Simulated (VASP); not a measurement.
# WS2 (Tungstenite): X-ray absorption with a core hole, part 3 of 4

Wanted: the near-edge structure of WS2 (Tungstenite). The cell has space group P6_3/mmc. The start is a cell from a database of measured crystal structures.

VASP 6.6.1, plane waves and PAW; the level of theory is named at each step.

So far. Step 2 (Relaxation): At r2SCAN, with these data sets, the largest force is down to 0.0081 eV/Å.

The database entry behind the starting cell differs from later determinations by our own check (an axis about 1.4 % long against later determinations), so it need not match the best structure at ambient conditions.

## (4) K edge, Wyckoff site S f, full hole, excited electron kept

This step: supercell core-hole method, LDA, full hole, excited electron kept, no spin polarisation; plane waves and PAW (S, W, S) (VASP 6.6.1).

One core electron of the first atom, a species of its own in POSCAR, is moved to the lowest empty state, so the cell stays neutral. NBANDS covers the range above the edge.

File INCAR:

```
SYSTEM = WS2
PREC = Accurate
ENCUT = 400
EDIFF = 1E-06
NELM = 100
ISMEAR = 0
SIGMA = 0.05
LREAL = Auto
ALGO = Normal
GGA = CA
NBANDS = 728
LASPH = .TRUE.
LWAVE = .FALSE.
LCHARG = .FALSE.
ICORELEVEL = 2
CLNT = 1
CLN = 1
CLL = 0
CLZ = 1
CH_LSPEC = .TRUE.
CH_NEDOS = 1500
CH_SIGMA = 1
```

File POSCAR:

```
WS2
1.0
    9.5400000000      0.0000000000      0.0000000000
   -4.7700000000      8.2618823520      0.0000000000
    0.0000000000      0.0000000000     12.5000000000
S W S
1 18 35
Direct
    0.1111111111      0.2222222222      0.6256911216
    0.1111111111      0.2222222222      0.2500000000
    0.1111111111      0.5555555556      0.2500000000
    0.1111111111      0.8888888889      0.2500000000
    0.4444444444      0.2222222222      0.2500000000
    0.4444444444      0.5555555556      0.2500000000
    0.4444444444      0.8888888889      0.2500000000
    0.7777777778      0.2222222222      0.2500000000
    0.7777777778      0.5555555556      0.2500000000
    0.7777777778      0.8888888889      0.2500000000
    0.2222222222      0.1111111111      0.7500000000
    0.2222222222      0.4444444444      0.7500000000
    0.2222222222      0.7777777778      0.7500000000
    0.5555555556      0.1111111111      0.7500000000
    0.5555555556      0.4444444444      0.7500000000
    0.5555555556      0.7777777778      0.7500000000
    0.8888888889      0.1111111111      0.7500000000
    0.8888888889      0.4444444444      0.7500000000
    0.8888888889      0.7777777778      0.7500000000
    0.1111111111      0.5555555556      0.6256911216
    0.1111111111      0.8888888889      0.6256911216
    0.4444444444      0.2222222222      0.6256911216
    0.4444444444      0.5555555556      0.6256911216
    0.4444444444      0.8888888889      0.6256911216
    0.7777777778      0.2222222222      0.6256911216
    0.7777777778      0.5555555556      0.6256911216
    0.7777777778      0.8888888889      0.6256911216
    0.2222222222      0.1111111111      0.1256911216
    0.2222222222      0.4444444444      0.1256911216
    0.2222222222      0.7777777778      0.1256911216
    0.5555555556      0.1111111111      0.1256911216
    0.5555555556      0.4444444444      0.1256911216
    0.5555555556      0.7777777778      0.1256911216
    0.8888888889      0.1111111111      0.1256911216
    0.8888888889      0.4444444444      0.1256911216
    0.8888888889      0.7777777778      0.1256911216
    0.1111111111      0.2222222222      0.8743088784
    0.1111111111      0.5555555556      0.8743088784
    0.1111111111      0.8888888889      0.8743088784
    0.4444444444      0.2222222222      0.8743088784
    0.4444444444      0.5555555556      0.8743088784
    0.4444444444      0.8888888889      0.8743088784
    0.7777777778      0.2222222222      0.8743088784
    0.7777777778      0.5555555556      0.8743088784
    0.7777777778      0.8888888889      0.8743088784
    0.2222222222      0.1111111111      0.3743088784
    0.2222222222      0.4444444444      0.3743088784
    0.2222222222      0.7777777778      0.3743088784
    0.5555555556      0.1111111111      0.3743088784
    0.5555555556      0.4444444444      0.3743088784
    0.5555555556      0.7777777778      0.3743088784
    0.8888888889      0.1111111111      0.3743088784
    0.8888888889      0.4444444444      0.3743088784
    0.8888888889      0.7777777778      0.3743088784
```

File KPOINTS:

```
Automatic mesh
0
Gamma
2 2 2
0 0 0
```

Potentials, in the order of the species: S, W and S (PBE family, release 64).

Started as:

```
mpirun -np 8 vasp_std
```

Log:

```text
[banner, memory and clock lines left out]
running    8 mpi-ranks, on    1 nodes
 distrk:  each k-point on    8 cores,    1 groups
 distr:  one band on    1 cores,    8 groups

 POSCAR found type information on POSCAR S W S
 POSCAR found :  3 types and      54 ions
 [... a notice as in an earlier step ...]

 [... a notice as in an earlier step ...]

 LDA part: xc-table for (Slater(with rela. corr.)+CA(PZ))
 , standard interpolation
 POSCAR, INCAR and KPOINTS ok, starting setup
 FFT: planning ... GRIDC
 FFT: planning ... GRID_SOFT
 FFT: planning ... GRID
 WAVECAR not read
 entering main loop
       N       E                     dE             d eps       ncg     rms          rms(c)
DAV:   1     0.128340415632E+04    0.12834E+04   -0.94972E+04  5824   0.321E+02
DAV:   2    -0.397258303071E+03   -0.16807E+04   -0.15322E+04  6936   0.107E+02
DAV:   3    -0.494390842805E+03   -0.97133E+02   -0.95141E+02  7128   0.250E+01
DAV:   4    -0.495136541106E+03   -0.74570E+00   -0.74528E+00  6920   0.222E+00
DAV:   5    -0.495142035525E+03   -0.54944E-02   -0.54942E-02  7192   0.192E-01    0.322E+02
DAV:   6    -0.465862620281E+03    0.29279E+02   -0.52161E+00  8536   0.521E+00    0.781E+01
DAV:   7    -0.462647388328E+03    0.32152E+01   -0.47181E+00  6424   0.325E+00    0.404E+01
DAV:   8    -0.461630651018E+03    0.10167E+01   -0.15269E+00  6840   0.133E+00    0.317E+01
DAV:   9    -0.461410983072E+03    0.21967E+00   -0.35092E-01  7248   0.602E-01    0.123E+01
DAV:  10    -0.461356873090E+03    0.54110E-01   -0.69733E-02  7168   0.389E-01    0.589E+00
DAV:  11    -0.461349484860E+03    0.73882E-02   -0.18493E-02  7600   0.139E-01    0.288E+00
DAV:  12    -0.461347618534E+03    0.18663E-02   -0.38758E-03  6984   0.543E-02    0.109E+00
DAV:  13    -0.461347198943E+03    0.41959E-03   -0.66457E-04  7224   0.280E-02    0.194E-01
DAV:  14    -0.461347088045E+03    0.11090E-03   -0.23708E-04  7320   0.182E-02    0.176E-01
DAV:  15    -0.461347075154E+03    0.12892E-04   -0.38021E-05  8016   0.795E-03    0.202E-01
DAV:  16    -0.461347056076E+03    0.19078E-04   -0.17413E-05  7328   0.567E-03    0.757E-02
DAV:  17    -0.461347055371E+03    0.70444E-06   -0.40311E-06  7240   0.188E-03
   1 F= -.46134706E+03 E0= -.46133144E+03  d E =-.312399E-01
 Starting Core_Hole_Spec
 Ending Core_Hole_Spec
```

It took 24 min on 8 MPI ranks of Intel Xeon Platinum 8259CL at 2.50GHz (Skylake/Cascade Lake), shared host; peak memory 2.9 GiB.

OUTCAR, selected parts (step 4):

```text
 Found      4 irreducible k-points:

   k-points           NKPTS =      4   k-points in BZ     NKDIM =      4   number of bands    NBANDS=    728

   NELECT =     325.0000    total number of electrons

 the core state eigenenergies are
   1-  1s  -2595.0914  2s   -240.2335  2p   -190.7521
   2-  1s -69457.4960  2s -11978.2907  2p -10471.8811  3s  -2750.9824  3p  -2305.0941
       3d  -1793.0586  4s   -559.4223  4p   -413.2009  4d   -228.0719  4f    -22.9459
       5s    -68.5405  5p    -32.7402
   3-  1s -69457.4975  2s -11978.2921  2p -10471.8825  3s  -2750.9835  3p  -2305.0952
       3d  -1793.0597  4s   -559.4228  4p   -413.2013  4d   -228.0723  4f    -22.9460
       5s    -68.5396  5p    -32.7387
   4-  1s -69457.4975  2s -11978.2921  2p -10471.8825  3s  -2750.9835  3p  -2305.0952
       3d  -1793.0597  4s   -559.4228  4p   -413.2013  4d   -228.0723  4f    -22.9460
       5s    -68.5396  5p    -32.7387
   5-  1s -69457.4975  2s -11978.2921  2p -10471.8825  3s  -2750.9835  3p  -2305.0952
       3d  -1793.0597  4s   -559.4228  4p   -413.2013  4d   -228.0723  4f    -22.9460
       5s    -68.5396  5p    -32.7387
   6-  1s -69457.4975  2s -11978.2921  2p -10471.8825  3s  -2750.9835  3p  -2305.0952
       3d  -1793.0597  4s   -559.4228  4p   -413.2013  4d   -228.0723  4f    -22.9460
       5s    -68.5396  5p    -32.7387
   7-  1s -69457.4939  2s -11978.2885  2p -10471.8789  3s  -2750.9799  3p  -2305.0916
       3d  -1793.0561  4s   -559.4192  4p   -413.1978  4d   -228.0687  4f    -22.9425
       5s    -68.5361  5p    -32.7353
   8-  1s -69457.4975  2s -11978.2921  2p -10471.8825  3s  -2750.9835  3p  -2305.0952
       3d  -1793.0597  4s   -559.4228  4p   -413.2013  4d   -228.0723  4f    -22.9460
       5s    -68.5396  5p    -32.7387
   9-  1s -69457.4958  2s -11978.2904  2p -10471.8808  3s  -2750.9817  3p  -2305.0934
       3d  -1793.0579  4s   -559.4210  4p   -413.1996  4d   -228.0705  4f    -22.9443
       5s    -68.5378  5p    -32.7369
  10-  1s -69457.4975  2s -11978.2921  2p -10471.8825  3s  -2750.9835  3p  -2305.0952
       3d  -1793.0597  4s   -559.4228  4p   -413.2013  4d   -228.0723  4f    -22.9460
       5s    -68.5396  5p    -32.7387
  11-  1s -69457.8532  2s -11978.6417  2p -10472.2325  3s  -2751.3348  3p  -2305.4465
       3d  -1793.4104  4s   -559.7764  4p   -413.5551  4d   -228.4260  4f    -23.3003
       5s    -68.8966  5p    -33.0964
  12-  1s -69457.8532  2s -11978.6417  2p -10472.2325  3s  -2751.3348  3p  -2305.4465
       3d  -1793.4104  4s   -559.7764  4p   -413.5551  4d   -228.4260  4f    -23.3003
       5s    -68.8966  5p    -33.0964
  13-  1s -69457.6914  2s -11978.4859  2p -10472.0763  3s  -2751.1775  3p  -2305.2892
       3d  -1793.2536  4s   -559.6171  4p   -413.3957  4d   -228.2667  4f    -23.1406
       5s    -68.7346  5p    -32.9337
  14-  1s -69457.6914  2s -11978.4859  2p -10472.0763  3s  -2751.1775  3p  -2305.2892
       3d  -1793.2536  4s   -559.6171  4p   -413.3957  4d   -228.2667  4f    -23.1406
[...]
53-  1s  -2393.8250  2s   -199.9682  2p   -144.7338
  54-  1s  -2393.8250  2s   -199.9682  2p   -144.7338

 E-fermi :   6.7648

 k-point     1 :       0.0000    0.0000    0.0000
  band No.  band energies     occupation
    ...
    158       4.9762      2.00000
    159       4.9762      2.00000
    160       5.2883      2.00000
    161       5.2883      2.00000
    162       5.8339      2.00000
    163       6.7916      0.44858
    164       6.7916      0.44856
    165       7.0616      0.00000
    166       7.0618      0.00000
    167       7.1866      0.00000
    ...

 k-point     2 :       0.5000    0.0000    0.0000
  band No.  band energies     occupation
    ...
    160       4.6757      2.00000
    161       5.0326      2.00000
    162       5.0473      2.00000
    163       6.7571      1.17210
    164       6.7686      0.91528
    165       7.1273      0.00000
    166       7.2880      0.00000
    167       7.3543      0.00000
    168       7.4282      0.00000
    169       7.4450      0.00000
    ...

  Total      -31.5392553    -31.5392553     -9.8783600     -0.0000000      0.0000000     -0.0000000
  in kB      -51.2890463    -51.2890463    -16.0641606     -0.0000000      0.0000000     -0.0000000
  external PRESSURE =     -39.5474177 kB  Pullay stress =       0.0000000 kB

 POSITION                                       TOTAL-FORCE (eV/Angst)
 -----------------------------------------------------------------------------------
      0.00000      1.83597      7.82114        -0.000000      0.000000     -0.627015
      0.00000      1.83597      3.12500        -0.000000      0.000000     -0.020299
     -1.59000      4.58993      3.12500        -0.009101     -0.012984      0.004989
     -3.18000      7.34390      3.12500        -0.015795     -0.001390      0.004989
      3.18000      1.83597      3.12500        -0.006694      0.014374      0.004989
      1.59000      4.58993      3.12500         0.009101     -0.012984      0.004989
     -0.00000      7.34390      3.12500        -0.000000      0.000000      0.004877
      6.36000      1.83597      3.12500         0.006694      0.014374      0.004989
      4.77000      4.58993      3.12500        -0.000000      0.000000      0.011887
      3.18000      7.34390      3.12500         0.015795     -0.001390      0.004989
      1.59000      0.91799      9.37500         0.467715     -0.270035      0.424776
      0.00000      3.67195      9.37500        -0.000000      0.540071      0.424776
     -1.59000      6.42591      9.37500         0.016122      0.009308     -0.109435
      4.77000      0.91799      9.37500        -0.000000     -0.018616     -0.109435
      3.18000      3.67195      9.37500        -0.131909     -0.076158     -0.019899
      1.59000      6.42591      9.37500        -0.016122      0.009308     -0.109435
      7.95000      0.91799      9.37500        -0.467715     -0.270035      0.424776
      6.36000      3.67195      9.37500         0.131909     -0.076158     -0.019899
      4.77000      6.42591      9.37500        -0.000000      0.152315     -0.019899
     -1.59000      4.58993      7.82114        -0.027199      0.040797      0.036011
     -3.18000      7.34390      7.82114         0.021732     -0.043953      0.036011
      3.18000      1.83597      7.82114         0.048930      0.003156      0.036011
      1.59000      4.58993      7.82114         0.027199      0.040797      0.036011
     -0.00000      7.34390      7.82114        -0.000000      0.000000      0.047461
      6.36000      1.83597      7.82114        -0.048930      0.003156      0.036011
      4.77000      4.58993      7.82114        -0.000000      0.000000      0.029025
      3.18000      7.34390      7.82114        -0.021732     -0.043953      0.036011
      1.59000      0.91799      1.57114         0.002356     -0.001360      0.049865
      0.00000      3.67195      1.57114        -0.000000      0.002721      0.049865
     -1.59000      6.42591      1.57114         0.000140      0.000081      0.045719
      4.77000      0.91799      1.57114        -0.000000     -0.000161      0.045719
      3.18000      3.67195      1.57114        -0.001682     -0.000971      0.046916
      1.59000      6.42591      1.57114        -0.000140      0.000081      0.045719
      7.95000      0.91799      1.57114        -0.002356     -0.001360      0.049865
      6.36000      3.67195      1.57114         0.001682     -0.000971      0.046916
      4.77000      6.42591      1.57114        -0.000000      0.001943      0.046916
      0.00000      1.83597     10.92886        -0.000000      0.000000     -0.178004
     -1.59000      4.58993     10.92886         0.134963     -0.014893     -0.054473
[...]
-----------------------------------------------------------------------------------
    total drift:                               -0.000000     -0.000001     -0.000995

  FREE ENERGIE OF THE ION-ELECTRON SYSTEM (eV)
  ---------------------------------------------------
  free  energy   TOTEN  =      -461.3470553711 eV

  energy  without entropy=     -461.3158155018  energy(sigma->0) =     -461.33143544

[... 8 parts as in an earlier step ...]

[... 2 further parts left out ...]
```

This step gave:

- free energy (TOTEN): -461.3471 eV
- energy at zero smearing: -461.3314 eV
- Fermi energy: 6.765 eV
- pressure: -3.955 GPa

Smoothed further by a Gaussian, to a width of roughly 2 to 2.4 eV in all; heights scale with one over the cell volume; the energy axis is the program's own, and the fall at its high end is where NBANDS ends. Table of imaginary dielectric function times 10^5 by photon energy; read off at these points:

| photon energy (eV) | xx | zz |
| --- | --- | --- |
| 2408.0 | 2.3e-6 | 3.0e-7 |
| 2409.0 | 1.1e-4 | 2.8e-5 |
| 2410.0 | 0.00268 | 8.0e-4 |
| 2411.0 | 0.0280 | 0.00966 |
| 2412.0 | 0.120 | 0.0512 |
| 2413.0 | 0.218 | 0.126 |
| 2413.3 | 0.225 | 0.145 |
| 2414.0 | 0.193 | 0.163 |
| 2415.0 | 0.113 | 0.137 |
| 2416.0 | 0.0618 | 0.0963 |
| 2417.0 | 0.0403 | 0.0814 |
| 2418.0 | 0.0475 | 0.0953 |
| 2419.0 | 0.0718 | 0.125 |
| 2420.0 | 0.0978 | 0.146 |
| 2421.0 | 0.115 | 0.122 |
| 2422.0 | 0.131 | 0.0889 |
| 2422.5 | 0.135 | 0.0869 |
| 2423.0 | 0.132 | 0.0916 |
| 2424.0 | 0.115 | 0.0944 |
| 2425.0 | 0.100 | 0.0852 |
| 2426.0 | 0.0793 | 0.0791 |
| 2427.0 | 0.0574 | 0.0713 |
| 2428.0 | 0.0598 | 0.0662 |
| 2429.0 | 0.0772 | 0.0759 |
| 2430.0 | 0.0877 | 0.0862 |
| 2431.0 | 0.0974 | 0.0916 |
| 2431.5 | 0.0999 | 0.0915 |
| 2432.0 | 0.0981 | 0.0886 |
| 2433.0 | 0.0854 | 0.0827 |
| 2434.0 | 0.0749 | 0.0822 |
| 2435.0 | 0.0791 | 0.0770 |
| 2436.0 | 0.0888 | 0.0695 |
| 2437.0 | 0.0869 | 0.0604 |
| 2438.0 | 0.0781 | 0.0567 |
| 2439.0 | 0.0726 | 0.0632 |
| 2440.0 | 0.0705 | 0.0765 |
| 2441.0 | 0.0698 | 0.0883 |
| 2442.0 | 0.0618 | 0.0805 |
| 2443.0 | 0.0380 | 0.0483 |
| 2444.0 | 0.0129 | 0.0158 |
| 2445.0 | 0.00213 | 0.00249 |
| 2446.0 | 1.6e-4 | 1.8e-4 |
| 2447.0 | 4.8e-6 | 5.3e-6 |

The smoothed xx curve reaches a tenth of its top at about 2411 eV.

(Continued in part 4 of 4.)

[Lines on the potential files, build, host, timing and source positions are cut from VASP's logs without a mark.]

[Logs are printed without paths, hosts, clocks, repeated set-up lines and the standing remarks that a program may print on its own settings, such as how far it seeks lower states.]

[Hosts, paths, dates, database ids (printed as entryN), source tags and the programs' standing remarks are cut or masked in the printed files.]
